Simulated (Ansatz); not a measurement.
**BN: a closer look at a trial structure, part 1 of 2**

The task, for BN: see whether it has a gap, which orbitals make up the states near it and how charge is shared.

Method: DFT PBE, scalar-relativistic, plane waves, PAW, in Ansatz 0.2.0.

1 further run of the same task is left out (set aside as unsound or not needed).

### Step 1. The structure to begin with

The structure is monoclinic, space group P2_1/m (No. 11). Conventional cell: a = 6.372 Å, b = 2.548 Å, c = 6.376 Å, α = 90.00°, β = 118.66°, γ = 90.00°. B (site symmetry m) has 3 N at 1.45 to 1.49 Å as nearest neighbours. Around B (site symmetry m) lie 4 N at 1.51 to 1.64 Å. Around B (site symmetry m) lie 4 N at 1.51 to 1.65 Å. Around N (site symmetry m) lie 3 B at 1.45 to 1.51 Å. N (site symmetry m) is surrounded by 4 B at 1.49 to 1.65 Å. N (site symmetry m) is surrounded by 4 B at 1.51 to 1.64 Å.

Structure file:

```cif
data_structure
_symmetry_space_group_name_H-M 'P 1'
_symmetry_Int_Tables_number 1
_cell_length_a 6.3718
_cell_length_b 2.5478
_cell_length_c 6.3763
_cell_angle_alpha 90.000
_cell_angle_beta 118.661
_cell_angle_gamma 90.000
_cell_volume 90.83
loop_
_atom_site_label
_atom_site_type_symbol
_atom_site_fract_x
_atom_site_fract_y
_atom_site_fract_z
_atom_site_occupancy
B1 B 0.28066 0.75000 0.22730 1
B2 B 0.71934 0.25000 0.77270 1
B3 B 0.95736 0.75000 0.61238 1
B4 B 0.04264 0.25000 0.38762 1
B5 B 0.34339 0.25000 0.90855 1
B6 B 0.65661 0.75000 0.09145 1
N1 N 0.21929 0.25000 0.29338 1
N2 N 0.78071 0.75000 0.70662 1
N3 N 0.61395 0.25000 0.93651 1
N4 N 0.38605 0.75000 0.06349 1
N5 N 0.88430 0.75000 0.32846 1
N6 N 0.11570 0.25000 0.67154 1
```

The cell was relaxed beforehand at this level, from a generated guess; it is a trial structure. At a tolerance of 0.02 Å it has space group P2_1/m (No. 11); it has 7.57 Å³/atom, an uncorrected energy of -1.00 eV/atom over the elements.

### Step 2. Electronic structure at the relaxed geometry

The input, input.yaml:

```yaml
crystal:
  lattice:
    - [6.3718064539, 0.0, -0.0001847051]
    - [0.0, 2.5478187553, 0.0]
    - [-3.0580695468, 0.0, 5.5951294303]
  atoms:
    - { symbol: B, position: [0.2806607089, 0.75, 0.2273013011] }
    - { symbol: B, position: [0.7193392911, 0.25, 0.7726986989] }
    - { symbol: B, position: [0.95736095, 0.75, 0.6123794245] }
    - { symbol: B, position: [0.04263905, 0.25, 0.3876205755] }
    - { symbol: B, position: [0.3433905511, 0.25, 0.9085542486] }
    - { symbol: B, position: [0.6566094489, 0.75, 0.0914457514] }
    - { symbol: "N", position: [0.2192935408, 0.25, 0.2933797368] }
    - { symbol: "N", position: [0.7807064592, 0.75, 0.7066202632] }
    - { symbol: "N", position: [0.6139451957, 0.25, 0.9365128296] }
    - { symbol: "N", position: [0.3860548043, 0.75, 0.0634871704] }
    - { symbol: "N", position: [0.8842975667, 0.75, 0.3284550579] }
    - { symbol: "N", position: [0.1157024333, 0.25, 0.6715449421] }
basis:
  ecutwfc: 420
kpoints:
  mp_grid: { grid: [4, 10, 4] }
  band_path:
    path:
      - [0.0, 0.0, 0.0]
      - [0.0, 0.5, 0.0]
      - [0.0, 0.5, 0.5]
      - [0.0, 0.0, 0.5]
      - [0.0, 0.0, 0.0]
      - [-0.5, 0.0, 0.5]
      - [-0.5, 0.5, 0.5]
      - [0.0, 0.5, 0.0]
      - [-0.5, 0.5, 0.0]
      - [-0.5, 0.0, 0.0]
      - [0.0, 0.0, 0.0]
    npoints: 10
hamiltonian:
  xc: pbe
scf:
  occupations: { method: gaussian, width: 0.02 }
  n_extra_bands: 30
output:
  forces: true
  stress: true
  eigenvalues: true
  populations: true
  dos: { projected: true, de: 0.02, nscf_kmesh: { grid: [6, 15, 6] } }
  bader: false
  write_density: true
  write_potential: true
  elf: true
  volumetric_format: npy
```

Started as:

```bash
$ ansatz run input.yaml --threads 1 --pin off --max-ram 2560MiB --backend cpu --events-out ev --progress --plain --runs-dir out
```

Output:

```text
Warning: RAYON_NUM_THREADS=1 ignored (pool sized by the plan → 1); use --threads N
scf.n_extra_bands = 30 over 24 filled bands (N_el = 48.0): the run solves 54 bands
Engine: ansatz 0.2.0, x86_64-unknown-linux-gnu
Pseudopotentials: kind: paw
Pseudopotential: B, paw, valence charge 3, recommended cutoff 420 eV (normal), B.paw.azcp
Pseudopotential: N, paw, valence charge 5, recommended cutoff 420 eV (normal), N.paw.azcp
Functional definition: PBE
  parameter kappa = 0.804
  parameter beta = 0.06672455060314922
  exchange = pbe_x(kappa = kappa, mu = beta*pi^2/3)
  correlation = pbe_c(beta = beta)
Crystal: 12 atoms, lattice volume = 90.831 Å³
Basis set: ecut = 420 eV, 1801 PW (Γ), exchange–correlation on 90×36×90 points (8 copies of the dense FFT grid, shifted against one another)
Bands: 54, of which v1, the nominal top of the filled ones, is band 24 counted from 1 (23 counted from 0)
Symmetry: 4 space group operations
Space group: P21/m (ITA 11), of the structure as read, at distance tolerance 4.5e-5 Å
k-points: 60 of 160
Non-local potential: B, projectors of the file, l = 0: 2, l = 1: 2, l = 2: 1
Non-local potential: N, projectors of the file, l = 0: 2, l = 1: 2, l = 2: 1
PAW form: soft (Blöchl's): semilocal exchange-correlation on the pseudo side does not see the compensation charge
PAW one-centre angular grid: B, 110 points (default); XC on 64 Gauss nodes
PAW one-centre angular grid: N, 110 points (default); XC on 64 Gauss nodes
Initial density: superposition of atomic densities (neutral atoms: chi_scale 0, normalization atom), corrected by the library's trained network
Initial wavefunctions: pseudopotential atomic-orbital guess
Functional: x = pbe(κ = 0.804, μ = 0.2195149727645171), c = pbe(β = 0.06672455060314922)
SCF iter   1: F=—  HF=-3251.520399 eV  |F-HF|=—  |Δ(HF+E_count)|=         —  Δρ=5.26e-3  dr2=3.05e-2  ethr=1.77e-3  ⟨swp⟩=6.7  Hψ=14632  notcnv=0  defer=238
preconditioner: auto → Resta (q_TF=auto, 2.453 Å⁻¹)  ε∞=2.7  [insulator: Δε(μ)=3.701 eV  Ē_g=20.428 eV  σ=0.020 eV  W_gap=1.00  n_scr=18 (ndim 8)  ℏωp=27.0 eV  f_vac=0.020  D(μ)=0.00/eV (n_scr^D=0)  ε∞_Penn≈2.7]
SCF iter   2: F=—  HF=-3251.515814 eV  |F-HF|=—  |Δ(HF+E_count)|=   4.59e-3  Δρ=2.72e-3  dr2=4.48e-3  ethr=6.36e-5  ⟨swp⟩=2.0  Hψ=4154  notcnv=0  defer=1485
SCF iter   3: F=—  HF=-3251.516114 eV  |F-HF|=—  |Δ(HF+E_count)|=   2.99e-4  Δρ=7.59e-4  dr2=4.50e-4  ethr=9.32e-6  ⟨swp⟩=2.1  Hψ=3068  notcnv=0  defer=1485
SCF iter   4: F=—  HF=-3251.516203 eV  |F-HF|=—  |Δ(HF+E_count)|=   8.98e-5  Δρ=2.62e-4  dr2=5.03e-5  ethr=9.37e-7  ⟨swp⟩=2.0  Hψ=2894  notcnv=0  defer=1485
SCF iter   5: F=—  HF=-3251.516151 eV  |F-HF|=—  |Δ(HF+E_count)|=   5.24e-5  Δρ=6.17e-5  dr2=3.17e-6  ethr=1.05e-7  ⟨swp⟩=2.1  Hψ=2948  notcnv=0  defer=1485
SCF iter   6: F=—  HF=-3251.516156 eV  |F-HF|=—  |Δ(HF+E_count)|=   4.94e-6  Δρ=2.39e-5  dr2=4.40e-7  ethr=6.60e-9  ⟨swp⟩=2.0  Hψ=3182  notcnv=0  defer=1485
SCF iter   7: F=-3251.516156 eV  HF=-3251.516156 eV  |F-HF|=1.22e-8  |Δ(HF+E_count)|=   1.93e-7  Δρ=7.92e-6  dr2=4.70e-8  ethr=2.08e-10  ⟨swp⟩=15.6  Hψ=23574  notcnv=0
SCF 1 converged in 7 iterations: F = -3251.516156 eV  dr2 = 4.70e-8
NSCF: frozen V_eff on 101 k-points
NSCF: frozen V_eff on 160 k-points
SCF converged after 7 iterations
Free energy (F): -3251.516156 eV
Harris-Foulkes:  -3251.516156 eV  (|F-HF|=1.22e-8)
Internal energy: -3251.516156 eV  (E = F + TS)
E sigma→0 (E₀):  -3251.516156 eV
Fermi energy:    9.141850 eV
--- Per-component energies (eV) ---
  E_band       = -10.139560
  E_kinetic    = 1102.942269
  E_local      = -1781.639938  (includes V_loc(G=0)·N_el)
  E_nonlocal   = 341.851371
  E_hartree    = 576.155240
  E_xc         = -555.888695
  E_vxc        = -690.535476  (∫ρ·V_xc dr)
  E_paw        = -1239.044071  (= ΣΔE_a)
  E_vpaw       = -135.064702  (= ΣTr[D̂ρ^β])
  E_aug_tail   = 0.000613  (compensation charges beyond the density's cutoff)
  E_ewald      = -1695.892944
  E_smearing   = -0.000000  (= −TS)
  E_closure    = 0.000000  (closes the sum)
  Σ components = -3251.516156   (vs F -3251.516156, Δ=0.00e0)
--- Forces (eV/Å), atoms counted from 1 ---
  atom   1  B     -0.00047379     0.00000000     0.00123196
  atom   2  B      0.00047379    -0.00000000    -0.00123196
  atom   3  B     -0.00048250     0.00000000    -0.00039357
  atom   4  B      0.00048250    -0.00000000     0.00039357
  atom   5  B      0.00014721    -0.00000000    -0.00323770
  atom   6  B     -0.00014721     0.00000000     0.00323770
  atom   7  N      0.00085891     0.00000000    -0.00098930
  atom   8  N     -0.00085891    -0.00000000     0.00098930
  atom   9  N      0.00072711     0.00000000    -0.00146459
  atom  10  N     -0.00072711    -0.00000000     0.00146459
  atom  11  N     -0.00268159    -0.00000000     0.00003820
  atom  12  N      0.00268159     0.00000000    -0.00003820
  max |Σ_I F_I| component: 8.67e-19 eV/Å
--- Stress (GPa, compression-positive) ---
        0.000297       0.000000      -0.004829
        0.000000       0.012752       0.000000
       -0.004834       0.000000       0.003999
  P = ⅓ Tr σ = 0.0057 GPa (0.057 kbar)
--- Band table (eV; the first three rows and the last of 60) ---
  k-point 0: bands = ["-12.0951", "-10.6542", "-9.4465", "-8.8744", "-8.7708", "-7.0813", "-1.8292", "-1.3232", "-0.8430", "1.0508", "1.5863", "2.5997", "3.3549", "3.4065", "3.6957", "4.2509", "4.5022", "4.7162", "4.7650", "5.1312", "5.5800", "6.1722", "6.4707", "7.2912", "11.7248", "13.4786", "14.0033", "14.9643", "15.4938", "16.2429", "16.3549", "16.9138", "17.0121", "17.1017", "17.5706", "18.1632", "18.9023", "19.2434", "20.0177", "20.1657", "20.3789", "20.4142", "21.2899", "21.3407", "21.5097", "21.5810", "23.1605", "24.0662", "24.0834", "26.1141", "26.2107", "26.5855", "26.8058", "27.7362"]
  k-point 1: bands = ["-11.9654", "-10.9665", "-9.4539", "-9.0187", "-8.2655", "-7.1603", "-1.9823", "-1.8531", "-0.0563", "0.6021", "2.1194", "2.7135", "3.0678", "3.5349", "3.6313", "4.1734", "4.2886", "4.4059", "4.9480", "5.0865", "5.9814", "6.1177", "6.3990", "7.1183", "12.2031", "13.8320", "14.2865", "14.6240", "15.3821", "15.7907", "16.3770", "16.6573", "17.0062", "17.3617", "17.5297", "18.3273", "18.8365", "19.3659", "19.5856", "19.8679", "20.0810", "20.8564", "21.3032", "21.3835", "21.7182", "22.2006", "22.8449", "23.9770", "24.2511", "25.6456", "25.8226", "25.9959", "27.1513", "28.2675"]
  k-point 2: bands = ["-11.7196", "-11.3549", "-9.4737", "-9.0589", "-7.6117", "-7.5222", "-2.2239", "-2.0141", "0.3037", "0.7597", "2.2383", "2.4685", "2.9191", "3.2601", "3.9058", "4.1123", "4.3445", "4.3776", "4.9773", "5.2947", "5.7347", "6.2849", "6.5991", "6.6647", "13.1172", "13.6580", "14.1315", "15.0099", "15.4212", "15.4805", "15.9090", "16.6984", "17.1705", "17.3487", "17.4521", "18.2899", "18.5074", "19.1781", "19.6718", "19.6808", "20.0686", "21.0053", "21.1373", "21.8780", "22.1518", "22.3438", "23.2150", "23.5266", "24.0190", "25.4172", "25.5367", "25.6412", "26.9955", "28.6015"]
  k-point 59: bands = ["-8.5055", "-8.5055", "-7.9178", "-7.9178", "-7.3849", "-7.3849", "-1.7974", "-1.7974", "-1.5676", "-1.5676", "-0.7036", "-0.7036", "1.4833", "1.4833", "2.5549", "2.5549", "2.7436", "2.7436", "3.6479", "3.6479", "5.1423", "5.1423", "6.6458", "6.6458", "11.4957", "11.4957", "14.0985", "14.0985", "15.8830", "15.8830", "16.8574", "16.8574", "17.9517", "17.9517", "19.5122", "19.5122", "20.3371", "20.3371", "21.0252", "21.0252", "21.2021", "21.2021", "21.9843", "21.9843", "22.9204", "22.9204", "24.6582", "24.6582", "25.5933", "25.5933", "26.3287", "26.3287", "27.0430", "27.0430"]
--- Löwdin populations: 12 sites ---
  site symbol       q [e]
     0      B      2.6077
     1      B      2.6077
     2      B      2.6145
     3      B      2.6145
     4      B      2.6070
     5      B      2.6070
     6      N      5.3578
     7      N      5.3578
     8      N      5.3290
     9      N      5.3290
    10      N      5.3370
    11      N      5.3370
  spilling = 0.006130 (of n_electrons = 48.000000)
```

Run time: 2.2 min. Hardware: 1 thread of Intel Xeon at 2.50GHz (Skylake/Cascade Lake), shared host; peak memory 0.67 GiB.

Per atom:

| atom | Löwdin electrons |
| --- | --- |
| B1 | 2.61 |
| B2 | 2.61 |
| B3 | 2.61 |
| B4 | 2.61 |
| B5 | 2.61 |
| B6 | 2.61 |
| N7 | 5.36 |
| N8 | 5.36 |
| N9 | 5.33 |
| N10 | 5.33 |
| N11 | 5.34 |
| N12 | 5.34 |

The Löwdin counts miss 0.29 of the 48 electrons, which the atomic orbitals do not span, so they are no charges.

From bands.tsv, the levels nearest the gap at the path's corners, in eV from the valence-band top:

```tsv
point	band 21	band 22	band 23	band 24	band 25	band 26	band 27	band 28
Γ	-1.71	-1.12	-0.82	0.00	4.43	6.19	6.71	7.67
Z	-2.40	-2.40	-0.46	-0.46	4.13	4.13	7.52	7.52
D	-2.37	-2.37	-0.44	-0.44	3.94	3.94	7.55	7.55
B	-1.56	-1.01	-0.69	-0.63	5.83	6.37	6.84	7.72
Γ	-1.71	-1.12	-0.82	0.00	4.43	6.19	6.71	7.67
A	-1.22	-0.79	-0.60	-0.42	5.33	6.50	6.69	7.21
E	-2.15	-2.15	-0.65	-0.65	4.21	4.21	6.81	6.81
Z	-2.40	-2.40	-0.46	-0.46	4.13	4.13	7.52	7.52
C2	-2.53	-2.53	-0.36	-0.36	3.70	3.70	7.51	7.51
Y2	-0.93	-0.80	-0.72	-0.43	5.41	6.02	7.19	7.83
Γ	-1.71	-1.12	-0.82	0.00	4.43	6.19	6.71	7.67
```

Highest filled and lowest empty level along the path:

```
distance (1/Å)  highest filled (eV)  lowest empty (eV)
          0.00                 0.00               4.43
          0.49                -1.16               4.83
          0.99                -0.44               4.25
          1.35                -0.46               4.12
          1.57                -0.44               4.01
          1.79                -0.44               3.94
          2.29                -0.98               5.14
          2.78                -0.72               6.01
          3.14                -0.43               5.53
          3.36                -0.11               4.75
          3.59                 0.00               4.43
          3.82                -0.12               4.71
          4.05                -0.36               5.23
          4.41                -0.42               5.55
          4.90                -0.15               5.22
          5.40                -0.65               4.21
          5.62                -0.59               4.17
          5.85                -0.48               4.13
          6.08                -0.45               4.09
          6.31                -0.40               3.85
          6.53                -0.36               3.70
          7.02                -0.63               5.07
          7.52                -0.67               5.51
          7.88                -0.35               5.18
          8.10                -0.10               4.61
          8.32                 0.00               4.43
```

States per cell in windows of 1 eV, from dos.tsv and pdos.tsv (zero at the valence-band top):

```
from  to  total  B 2s  B 2p  N 2s  N 2p
  -8  -7   3.13  0.33  0.72  0.15  1.90
  -7  -6   2.70  0.25  0.65  0.12  1.67
  -6  -5   3.84  0.31  0.96  0.13  2.42
  -5  -4   4.70  0.23  1.31  0.11  3.04
  -4  -3   5.19  0.15  1.42  0.08  3.52
  -3  -2   4.72  0.09  1.13  0.06  3.41
  -2  -1   3.38  0.04  0.61  0.04  2.67
  -1   0   2.84  0.02  0.29  0.03  2.48
   0   1   0.00  0.00  0.00  0.00  0.00
   1   2   0.00  0.00  0.00  0.00  0.00
   2   3   0.00  0.00  0.00  0.00  0.00
   3   4   0.16  0.00  0.15  0.00  0.00
   4   5   1.41  0.06  1.17  0.02  0.12
   5   6   1.40  0.07  0.98  0.05  0.23
   6   7   1.78  0.13  1.00  0.19  0.26
   7   8   3.31  0.32  1.72  0.44  0.38
   8   9   3.08  0.39  1.39  0.43  0.37
```

A further 17 or so states lie below the table's range.

Density in a lattice plane of the grid's cell (edges 6.37 and 6.38 Å, at 0.250 of the third edge), which holds B and N.

Values in e/Å³, 12 rows by 12 columns:
```
0.04 0.04 0.13 0.46 0.36 0.71 1.52 3.59 2.94 0.73 0.23 0.10
0.06 0.19 0.63 1.09 0.65 0.56 1.10 1.84 1.33 0.54 0.41 0.14
0.26 1.39 2.78 1.26 0.31 0.17 0.28 0.49 0.46 0.64 0.42 0.13
1.07 3.54 3.10 0.55 0.09 0.05 0.09 0.23 0.46 0.45 0.18 0.20
1.19 2.41 1.06 0.18 0.05 0.04 0.05 0.12 0.17 0.12 0.10 0.29
0.58 0.89 0.45 0.21 0.16 0.09 0.05 0.04 0.04 0.04 0.07 0.21
0.60 0.51 0.85 1.11 0.74 0.20 0.04 0.02 0.02 0.03 0.11 0.32
0.54 1.02 2.55 3.51 1.34 0.20 0.04 0.02 0.02 0.06 0.21 0.55
0.36 1.02 3.25 2.86 0.56 0.10 0.04 0.03 0.05 0.10 0.21 0.31
0.16 0.56 1.05 0.52 0.16 0.12 0.10 0.09 0.15 0.18 0.12 0.10
0.08 0.16 0.17 0.12 0.23 0.33 0.21 0.35 0.76 0.46 0.12 0.05
0.04 0.04 0.06 0.20 0.61 0.61 0.58 2.06 2.98 0.80 0.15 0.05
```
Columns run along the first of these edges and rows up along the second, over one cell in 12 and 12 even steps from the bottom left corner. Atoms in the plane (fractional): B at (0.72, 0.77), B at (0.04, 0.39), B at (0.34, 0.91), N at (0.22, 0.29), N at (0.61, 0.94), N at (0.12, 0.67).

ELF in the same plane.

Values, 12 rows by 12 columns:
```
0.03 0.02 0.13 0.24 0.02 0.38 0.87 0.23 0.65 0.78 0.28 0.18
0.03 0.30 0.67 0.81 0.29 0.69 0.83 0.83 0.86 0.10 0.28 0.18
0.32 0.74 0.75 0.89 0.39 0.31 0.61 0.70 0.05 0.08 0.29 0.05
0.76 0.24 0.50 0.72 0.11 0.05 0.19 0.26 0.28 0.31 0.08 0.15
0.67 0.75 0.85 0.33 0.04 0.03 0.05 0.21 0.23 0.08 0.04 0.30
0.40 0.81 0.49 0.32 0.48 0.27 0.04 0.04 0.04 0.02 0.03 0.10
0.11 0.06 0.78 0.81 0.80 0.58 0.07 0.01 0.01 0.01 0.05 0.18
0.07 0.69 0.80 0.30 0.77 0.41 0.03 0.00 0.01 0.03 0.13 0.38
0.32 0.80 0.45 0.58 0.51 0.05 0.02 0.01 0.02 0.04 0.12 0.26
0.30 0.74 0.78 0.48 0.06 0.05 0.05 0.04 0.11 0.09 0.04 0.06
0.17 0.50 0.30 0.05 0.14 0.23 0.09 0.27 0.66 0.54 0.12 0.02
0.03 0.04 0.03 0.17 0.38 0.23 0.40 0.66 0.58 0.71 0.27 0.04
```
Columns run along the first of these edges and rows up along the second, over one cell in 12 and 12 even steps from the bottom left corner. Atoms in the plane (fractional): B at (0.72, 0.77), B at (0.04, 0.39), B at (0.34, 0.91), N at (0.22, 0.29), N at (0.61, 0.94), N at (0.12, 0.67).

Both are smooth fields of the valence electrons: close to the nuclei they are not physical.

Maxima of ELF outside the ion cores: 0.93 on the B–N line, 0.7 Å from B; 0.92 on the N–B line, 0.7 Å from N.

(Continued in part 2 of 2.)
